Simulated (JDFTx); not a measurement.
# Al (Fm-3m) in JDFTx: further runs

The runs below take Al through relaxation of cell and atoms, single point, with PBE+D2, PBEsol.

All numbers are computed with JDFTx 1.7.0 (patched build); they aren't measurements. Logs are shortened: lines on timing, memory, paths and dates and some standing lists are left out, and cuts for length are marked. The log counts tension as positive stress, the text compression.

## 1. Starting point

It takes space group Fm-3m (No. 225, cubic). The conventional cell has a = 4.050 Å, b = 4.050 Å, c = 4.050 Å, α = 90.00°, β = 90.00°, γ = 90.00°. Around Al (site symmetry m-3m) lie 12 Al at 2.86 Å.

## 2. Relaxation of cell and atoms, PBE+D2

Contents of Al.in:

```
lattice \
    0.0000000000     2.0248050000     2.0248050000 \
    2.0248050000     0.0000000000     2.0248050000 \
    2.0248050000     2.0248050000     0.0000000000
latt-scale 1.889726124626 1.889726124626 1.889726124626
coords-type Lattice
ion Al     0.0000000000     0.0000000000     0.0000000000 1

ion-species pseudo/Al.upf
elec-cutoff 20
elec-ex-corr gga-PBE
van-der-waals
kpoint-folding 11 11 11
elec-smearing Fermi 0.0018374661
elec-n-bands 6
electronic-SCF nIterations 100 energyDiffThreshold 1e-09
electronic-minimize nIterations 30 energyDiffThreshold 1e-7
forces-output-coords Cartesian
lattice-minimize nIterations 40 energyDiffThreshold 1e-6

dump-name run.$VAR
dump End Ecomponents EigStats BandEigs Kpoints Forces Stress
```

Potentials or basis: PseudoDojo-SR-PBE-0.5-standard.

Command:

```sh
jdftx -c 1 -i Al.in -o Al.out
```

Standard output:

```text
*************** JDFTx 1.7.0 (patched build) ***************

Input parsed successfully to the following command list (including defaults):
[... the input with its defaults ...]

---------- Setting up symmetries ----------

Found 48 point-group symmetries of the bravais lattice
Found 48 space-group symmetries with basis
Applied RMS atom displacement 0 bohrs to make symmetries exact.

---------- Initializing the Grid ----------
R =
[            0      3.82633      3.82633  ]
[      3.82633            0      3.82633  ]
[      3.82633      3.82633            0  ]
unit cell volume = 112.041
G =
[  -0.821047   0.821047   0.821047  ]
[   0.821047  -0.821047   0.821047  ]
[   0.821047   0.821047  -0.821047  ]
Minimum fftbox size, Smin = [  24  24  24  ]
Chosen fftbox size, S = [  24  24  24  ]

---------- Exchange Correlation functional ----------
Initalized PBE GGA exchange.
Initalized PBE GGA correlation.

---------- Setting up pseudopotentials ----------
Width of ionic core gaussian charges (only for fluid interactions / plotting) set to 0

Reading pseudopotential file 'pseudo/Al.upf':
  'Al' pseudopotential, 'PBE' functional
  Generated using ONCVPSP code by D. R. Hamann
  3 valence electrons, 2 orbitals, 6 projectors, 1001 radial grid points, with lMax = 2
    3S    l: 0   occupation:  2.0   eigenvalue: -0.284914
    3P    l: 1   occupation:  1.0   eigenvalue: -0.099668
  Core radius for overlap checks: 1.74 bohrs.

Initialized 1 species with 1 total atoms.

Folded 1 k-points by 11x11x11 to 1331 k-points.

---------- Setting up k-points, bands, fillings ----------
Reduced to 56 k-points under symmetry.
Computing the number of bands and number of electrons
Calculating initial fillings.
nElectrons:   3.000000   nBands: 6   nStates: 56

----- Setting up reduced wavefunction bases (one per k-point) -----
average nbasis = 478.666 , ideal nbasis = 478.647

Initializing DFT-D2 calculator:
	Al:  C6:  187.16 Eh-a0^6  R0: 3.097 a0

---------- Setting up ewald sum ----------
Optimum gaussian width for ewald sums = 1.950672 bohr.
Real space sum over 2197 unit cells with max indices [  6  6  6  ]
Reciprocal space sum over 2197 terms with max indices [  6  6  6  ]

---------- Allocating electronic variables ----------
Initializing wave functions:  linear combination of atomic orbitals
Note: number of bands (6) exceeds available atomic orbitals (4)
Al pseudo-atom occupations:   s ( 2 )  p ( 1 )
	FillingsUpdate:  mu: +0.309184743  nElectrons: 3.000000
LCAOMinimize: Iter:   0  F: -2.0749120078141261  |grad|_K:  1.441e-04  alpha:  1.000e+00
	FillingsUpdate:  mu: +0.309223527  nElectrons: 3.000000
LCAOMinimize: Iter:   1  F: -2.0749322358931690  |grad|_K:  8.342e-07  alpha:  9.668e-01  linmin:  5.704e-02  cgtest: -5.006e-01
	FillingsUpdate:  mu: +0.309223516  nElectrons: 3.000000
LCAOMinimize: Iter:   2  F: -2.0749322364109091  |grad|_K:  4.210e-07  alpha:  9.867e-01  linmin:  4.770e-05  cgtest:  5.079e-01
LCAOMinimize: Encountered beta<0, resetting CG.
	FillingsUpdate:  mu: +0.309223402  nElectrons: 3.000000
LCAOMinimize: Iter:   3  F: -2.0749322365836398  |grad|_K:  1.824e-09  alpha:  9.645e-01  linmin:  2.223e-02  cgtest: -1.400e-01
LCAOMinimize: Converged (|Delta F|<1.000000e-06 for 2 iters).

--------- Lattice Minimization ---------

-------- Electronic minimization -----------
Will mix electronic density at each iteration.
	FillingsUpdate:  mu: +0.309223402  nElectrons: 3.000000
	FillingsUpdate:  mu: +0.289729004  nElectrons: 3.000000
SCF: Cycle:  0   F: -2.100047921885243   dF: -2.512e-02   |Residual|: 9.676e-03   |deigs|: 6.055e-01
	FillingsUpdate:  mu: +0.289480150  nElectrons: 3.000000
SCF: Cycle:  1   F: -2.100298717997510   dF: -2.508e-04   |Residual|: 5.681e-03   |deigs|: 9.659e-03
	FillingsUpdate:  mu: +0.289480274  nElectrons: 3.000000
SCF: Cycle:  2   F: -2.100316862641754   dF: -1.814e-05   |Residual|: 2.484e-04   |deigs|: 2.039e-03
	FillingsUpdate:  mu: +0.289477340  nElectrons: 3.000000
SCF: Cycle:  3   F: -2.100318332285813   dF: -1.470e-06   |Residual|: 1.324e-04   |deigs|: 9.015e-04
	FillingsUpdate:  mu: +0.289477602  nElectrons: 3.000000
SCF: Cycle:  4   F: -2.100318697737688   dF: -3.655e-07   |Residual|: 2.418e-05   |deigs|: 8.382e-04
	FillingsUpdate:  mu: +0.289478211  nElectrons: 3.000000
SCF: Cycle:  5   F: -2.100318781133119   dF: -8.340e-08   |Residual|: 1.139e-05   |deigs|: 6.686e-04
	FillingsUpdate:  mu: +0.289478645  nElectrons: 3.000000
SCF: Cycle:  6   F: -2.100318798349379   dF: -1.722e-08   |Residual|: 7.902e-07   |deigs|: 8.976e-04
	FillingsUpdate:  mu: +0.289478666  nElectrons: 3.000000
SCF: Cycle:  7   F: -2.100318803785912   dF: -5.437e-09   |Residual|: 1.275e-06   |deigs|: 5.134e-04
	FillingsUpdate:  mu: +0.289478678  nElectrons: 3.000000
SCF: Cycle:  8   F: -2.100318804722781   dF: -9.369e-10   |Residual|: 1.368e-06   |deigs|: 2.473e-04
	FillingsUpdate:  mu: +0.289478742  nElectrons: 3.000000
SCF: Cycle:  9   F: -2.100318805117365   dF: -3.946e-10   |Residual|: 5.246e-07   |deigs|: 2.184e-04
SCF: Converged (|Delta E|<1.000000e-09 for 2 iters).

Setting wave functions to eigenvectors of Hamiltonian
# Lattice vectors:
R =
[            0      3.82633      3.82633  ]
[      3.82633            0      3.82633  ]
[      3.82633      3.82633            0  ]
unit cell volume = 112.041

# Strain tensor in Cartesian coordinates:
[            0            0            0  ]
[            0            0            0  ]
[            0            0            0  ]

# Stress tensor in Cartesian coordinates [Eh/a0^3]:
[  6.80571e-05            0            0  ]
[            0  6.80571e-05            0  ]
[            0            0  6.80571e-05  ]

# Ionic positions in lattice coordinates:
ion Al   0.000000000000000   0.000000000000000   0.000000000000000 1

# Forces in Cartesian coordinates:
force Al   0.000000000000000  -0.000000000000000  -0.000000000000000 1

# Energy components:
   Eewald =       -2.6960424241825360
       EH =        0.0036031311827275
     Eloc =        0.2294896458446135
      Enl =        0.3762171874246062
     EvdW =       -0.0093182826391977
      Exc =       -1.0816612022957348
 Exc_core =        0.2269441976374919
       KE =        0.8505963123346635
-------------------------------------
     Etot =       -2.1001714346933666
       TS =        0.0001473704239983
-------------------------------------
        F =       -2.1003188051173649

LatticeMinimize: Iter:   0  F: -2.100318805117365  |grad|_K:  2.740e-03

#--- Lowdin population analysis ---
# oxidation-state Al +0.045

-------- Electronic minimization -----------
Will mix electronic density at each iteration.
	FillingsUpdate:  mu: +0.289478742  nElectrons: 3.000000
	FillingsUpdate:  mu: +0.289845380  nElectrons: 3.000000
SCF: Cycle:  0   F: -2.100326112145460   dF: -4.175e-07   |Residual|: 2.301e-05   |deigs|: 6.863e-05
	FillingsUpdate:  mu: +0.289845118  nElectrons: 3.000000
SCF: Cycle:  1   F: -2.100326184527198   dF: -7.238e-08   |Residual|: 1.386e-05   |deigs|: 4.507e-05
	FillingsUpdate:  mu: +0.289844735  nElectrons: 3.000000
SCF: Cycle:  2   F: -2.100326190472095   dF: -5.945e-09   |Residual|: 1.815e-06   |deigs|: 3.678e-05
	FillingsUpdate:  mu: +0.289844691  nElectrons: 3.000000
SCF: Cycle:  3   F: -2.100326194073135   dF: -3.601e-09   |Residual|: 2.073e-06   |deigs|: 4.843e-04
	FillingsUpdate:  mu: +0.289844690  nElectrons: 3.000000
SCF: Cycle:  4   F: -2.100326194120482   dF: -4.735e-11   |Residual|: 1.988e-06   |deigs|: 8.866e-05
	FillingsUpdate:  mu: +0.289844689  nElectrons: 3.000000
SCF: Cycle:  5   F: -2.100326194193445   dF: -7.296e-11   |Residual|: 2.030e-06   |deigs|: 1.152e-04
SCF: Converged (|Delta E|<1.000000e-09 for 2 iters).

Setting wave functions to eigenvectors of Hamiltonian
LatticeMinimize: 	Wolfe criterion not satisfied: alpha: 1  (E-E0)/|gdotd0|: -0.984512  gdotd/gdotd0: 0.968679 (taking cubic step)

-------- Electronic minimization -----------
Will mix electronic density at each iteration.
	FillingsUpdate:  mu: +0.289844689  nElectrons: 3.000000
	FillingsUpdate:  mu: +0.290578638  nElectrons: 3.000000
SCF: Cycle:  0   F: -2.100340202627740   dF: -1.942e-06   |Residual|: 4.780e-05   |deigs|: 8.337e-05
	FillingsUpdate:  mu: +0.290578089  nElectrons: 3.000000
SCF: Cycle:  1   F: -2.100340226646956   dF: -2.402e-08   |Residual|: 2.832e-05   |deigs|: 1.379e-05
	FillingsUpdate:  mu: +0.290577244  nElectrons: 3.000000
SCF: Cycle:  2   F: -2.100340265622485   dF: -3.898e-08   |Residual|: 4.956e-06   |deigs|: 3.777e-05
	FillingsUpdate:  mu: +0.290577179  nElectrons: 3.000000
SCF: Cycle:  3   F: -2.100340266291655   dF: -6.692e-10   |Residual|: 1.967e-06   |deigs|: 2.884e-05
	FillingsUpdate:  mu: +0.290577181  nElectrons: 3.000000
SCF: Cycle:  4   F: -2.100340266588245   dF: -2.966e-10   |Residual|: 6.074e-07   |deigs|: 1.962e-05
SCF: Converged (|Delta E|<1.000000e-09 for 2 iters).

Setting wave functions to eigenvectors of Hamiltonian
LatticeMinimize: 	Wolfe criterion not satisfied: alpha: 3  (E-E0)/|gdotd0|: -2.8595  gdotd/gdotd0: 0.90572 (taking cubic step)

-------- Electronic minimization -----------
Will mix electronic density at each iteration.
	FillingsUpdate:  mu: +0.290577181  nElectrons: 3.000000
	FillingsUpdate:  mu: +0.292048014  nElectrons: 3.000000
SCF: Cycle:  0   F: -2.100365470985690   dF: -7.995e-06   |Residual|: 9.711e-05   |deigs|: 3.292e-05
	FillingsUpdate:  mu: +0.292046884  nElectrons: 3.000000
SCF: Cycle:  1   F: -2.100365498928618   dF: -2.794e-08   |Residual|: 5.665e-05   |deigs|: 1.325e-05
	FillingsUpdate:  mu: +0.292045416  nElectrons: 3.000000
SCF: Cycle:  2   F: -2.100365566237009   dF: -6.731e-08   |Residual|: 8.188e-06   |deigs|: 5.437e-05
	FillingsUpdate:  mu: +0.292045243  nElectrons: 3.000000
SCF: Cycle:  3   F: -2.100365566913216   dF: -6.762e-10   |Residual|: 3.072e-06   |deigs|: 4.375e-05
	FillingsUpdate:  mu: +0.292045207  nElectrons: 3.000000
SCF: Cycle:  4   F: -2.100365567601424   dF: -6.882e-10   |Residual|: 6.519e-07   |deigs|: 1.452e-05
SCF: Converged (|Delta E|<1.000000e-09 for 2 iters).

Setting wave functions to eigenvectors of Hamiltonian
# Lattice vectors:
R =
[            0      3.81754      3.81754  ]
[      3.81754            0      3.81754  ]
[      3.81754      3.81754            0  ]
unit cell volume = 111.271

# Strain tensor in Cartesian coordinates:
[  -0.00229515            0            0  ]
[            0  -0.00229515            0  ]
[            0            0  -0.00229515  ]

# Stress tensor in Cartesian coordinates [Eh/a0^3]:
[  5.33519e-05            0            0  ]
[            0  5.33519e-05            0  ]
[            0            0  5.33519e-05  ]

# Ionic positions in lattice coordinates:
ion Al   0.000000000000000   0.000000000000000   0.000000000000000 1

# Forces in Cartesian coordinates:
force Al   0.000000000000000  -0.000000000000000   0.000000000000000 1

# Energy components:
   Eewald =       -2.7022444885120649
       EH =        0.0036326024319803
     Eloc =        0.2330824346739839
      Enl =        0.3768947651545492
     EvdW =       -0.0093548316494925
      Exc =       -1.0834696011915474
 Exc_core =        0.2269443514392120
       KE =        0.8542961970268199
-------------------------------------
     Etot =       -2.1002185706265593
       TS =        0.0001469969748647
-------------------------------------
        F =       -2.1003655676014241

LatticeMinimize: Iter:   1  F: -2.100365567601424  |grad|_K:  2.133e-03  alpha:  7.000e+00  linmin: -1.000e+00

#--- Lowdin population analysis ---
# oxidation-state Al +0.045

-------- Electronic minimization -----------
Will mix electronic density at each iteration.
	FillingsUpdate:  mu: +0.292045207  nElectrons: 3.000000
	FillingsUpdate:  mu: +0.300820002  nElectrons: 3.000000
SCF: Cycle:  0   F: -2.100434440341541   dF: -2.903e-04   |Residual|: 6.090e-04   |deigs|: 5.354e-04
	FillingsUpdate:  mu: +0.300813806  nElectrons: 3.000000
SCF: Cycle:  1   F: -2.100434913817546   dF: -4.735e-07   |Residual|: 3.575e-04   |deigs|: 2.878e-05
	FillingsUpdate:  mu: +0.300804982  nElectrons: 3.000000
SCF: Cycle:  2   F: -2.100435055544001   dF: -1.417e-07   |Residual|: 2.468e-05   |deigs|: 2.847e-05
	FillingsUpdate:  mu: +0.300804837  nElectrons: 3.000000
SCF: Cycle:  3   F: -2.100435068380730   dF: -1.284e-08   |Residual|: 7.159e-06   |deigs|: 1.424e-05
	FillingsUpdate:  mu: +0.300804627  nElectrons: 3.000000
SCF: Cycle:  4   F: -2.100435072449802   dF: -4.069e-09   |Residual|: 1.648e-06   |deigs|: 2.605e-05
	FillingsUpdate:  mu: +0.300804559  nElectrons: 3.000000
SCF: Cycle:  5   F: -2.100435073268715   dF: -8.189e-10   |Residual|: 8.228e-07   |deigs|: 3.792e-05
	FillingsUpdate:  mu: +0.300804575  nElectrons: 3.000000
SCF: Cycle:  6   F: -2.100435073505990   dF: -2.373e-10   |Residual|: 1.769e-07   |deigs|: 6.296e-05
SCF: Converged (|Delta E|<1.000000e-09 for 2 iters).
[... 102 lines left out ...]
-------- Electronic minimization -----------
Will mix electronic density at each iteration.
	FillingsUpdate:  mu: +0.300748625  nElectrons: 3.000000
	FillingsUpdate:  mu: +0.300745697  nElectrons: 3.000000
SCF: Cycle:  0   F: -2.100435076799913   dF: -1.345e-12   |Residual|: 1.165e-07   |deigs|: 2.330e-05
	FillingsUpdate:  mu: +0.300745698  nElectrons: 3.000000
SCF: Cycle:  1   F: -2.100435076831023   dF: -3.111e-11   |Residual|: 1.534e-07   |deigs|: 2.155e-05
SCF: Converged (|Delta E|<1.000000e-09 for 2 iters).

Setting wave functions to eigenvectors of Hamiltonian
# Lattice vectors:
R =
[            0      3.78819      3.78819  ]
[      3.78819            0      3.78819  ]
[      3.78819      3.78819            0  ]
unit cell volume = 108.724

# Strain tensor in Cartesian coordinates:
[  -0.00996763            0            0  ]
[            0  -0.00996763            0  ]
[            0            0  -0.00996763  ]

# Stress tensor in Cartesian coordinates [Eh/a0^3]:
[ -2.16513e-09            0            0  ]
[            0 -2.16513e-09            0  ]
[            0            0 -2.16513e-09  ]

# Ionic positions in lattice coordinates:
ion Al   0.000000000000000   0.000000000000000   0.000000000000000 1

# Forces in Cartesian coordinates:
force Al  -0.000000000000000  -0.000000000000000  -0.000000000000000 1

# Energy components:
   Eewald =       -2.7231861264156652
       EH =        0.0037519248892891
     Eloc =        0.2450563816066659
      Enl =        0.3793084072640128
     EvdW =       -0.0094959232556723
      Exc =       -1.0896042653427811
 Exc_core =        0.2269449038124518
       KE =        0.8669353187108559
-------------------------------------
     Etot =       -2.1002893787308432
       TS =        0.0001456981001796
-------------------------------------
        F =       -2.1004350768310229

LatticeMinimize: Iter:   4  F: -2.100435076831023  |grad|_K:  8.458e-08  alpha:  1.000e+00  linmin: -1.000e+00
LatticeMinimize: Converged (|Delta F|<1.000000e-06 for 2 iters).

#--- Lowdin population analysis ---
# oxidation-state Al +0.046

Dumping 'run.eigStats' ...
	eMin: -0.114866 at state 0 ( [ +0.000000 +0.000000 +0.000000 ] spin 0 )
	HOMO: +0.299975 at state 32 ( [ +0.000000 +0.363636 -0.454545 ] spin 0 )
	mu  : +0.300746
	LUMO: +0.301722 at state 38 ( [ +0.090909 +0.181818 +0.454545 ] spin 0 )
	eMax: +0.983733 at state 28 ( [ +0.000000 +0.272727 -0.363636 ] spin 0 )
	HOMO-LUMO gap: +0.001747
	Optical gap  : +0.026176 at state 32 ( [ +0.000000 +0.363636 -0.454545 ] spin 0 )
Done!
```

It took 18 s on 1 thread of Arm Neoverse V2, shared host; peak memory 0.05 GiB.

What came out:

```
Free energy                            : -57.1558 eV
Relaxed volume                         : 16.11 Å³/atom
Relaxed cell                           : a = 2.835 Å, b = 2.835 Å, c = 2.835 Å, α = 60.00°, β = 60.00°, γ = 60.00°
Space group after relaxing (to 0.05 Å) : Fm-3m (No. 225)
Energy gained by relaxing              : 3.2 meV/atom
Ionic steps                            : 5
Pressure after relaxing                : 0.0 GPa
Band gap on the k mesh                 : none (metal or under the smearing width)
```

The path:
```
step  energy change (eV)  largest force (eV/Å)  pressure (GPa)  volume (Å³)
   1              0.0000                0.0000           -2.00        16.60
   2             -0.0013                0.0000           -1.57        16.49
   3             -0.0032                0.0000            0.01        16.11
   4             -0.0032                0.0000            0.00        16.11
   5             -0.0032                0.0000            0.00        16.11
```

Final structure:
```yaml
crystal:
  lattice:
    - [0.00000, 2.00462, 2.00462]
    - [2.00462, 0.00000, 2.00462]
    - [2.00462, 2.00462, 0.00000]
  atoms:
    - { symbol: Al, position: [0.00000, 0.00000, 0.00000] }
```

Caveat: pairwise dispersion overbinds metals, which lowers pressure and volume.

## 3. Single point, PBEsol

Contents of Al.in:

```
include Al.lattice
coords-type Lattice
include Al.ionpos

ion-species pseudo/Al.upf
elec-cutoff 20
elec-ex-corr gga-PBEsol
kpoint-folding 12 12 12
elec-smearing Fermi 0.0018374661
elec-n-bands 6
electronic-SCF nIterations 100 energyDiffThreshold 1e-09
electronic-minimize nIterations 30 energyDiffThreshold 1e-7
forces-output-coords Cartesian

dump-name run.$VAR
dump End Ecomponents EigStats BandEigs Kpoints Forces Stress State
```

Contents of Al.lattice:

```
lattice \
    0.0000000000     3.8263269058     3.8263269058 \
    3.8263269058     0.0000000000     3.8263269058 \
    3.8263269058     3.8263269058     0.0000000000
```

Contents of Al.ionpos:

```
ion Al     0.0000000000     0.0000000000     0.0000000000 1
```

Potentials or basis: PseudoDojo-SR-PBEsol-0.4.1-standard.

Command:

```sh
jdftx -c 1 -i Al.in -o Al.out
```

Wall time 7.2 s (1 thread of Arm Neoverse V2, shared host); peak memory 0.05 GiB.

It converged, with:

```
Free energy            : -57.1181 eV
Pressure               : -2.0 GPa
Band gap on the k mesh : none (metal or under the smearing width)
```

Levels at points of the mesh, in eV from the Fermi level:
```tsv
k point	band 1	band 2	band 3
(0.00, 0.00, 0.00)	-10.96	12.70	12.70
(0.00, 0.00, 0.50)	-4.45	-4.24	11.43
(0.00, 0.50, 0.50)	-2.78	-1.48	5.39
```

## 4. How close it comes

Step 2. The cell as given is a measured one (16.60 Å³/atom); PBE+D2 puts the equilibrium volume -3.0 % from it, thermal expansion not counted.
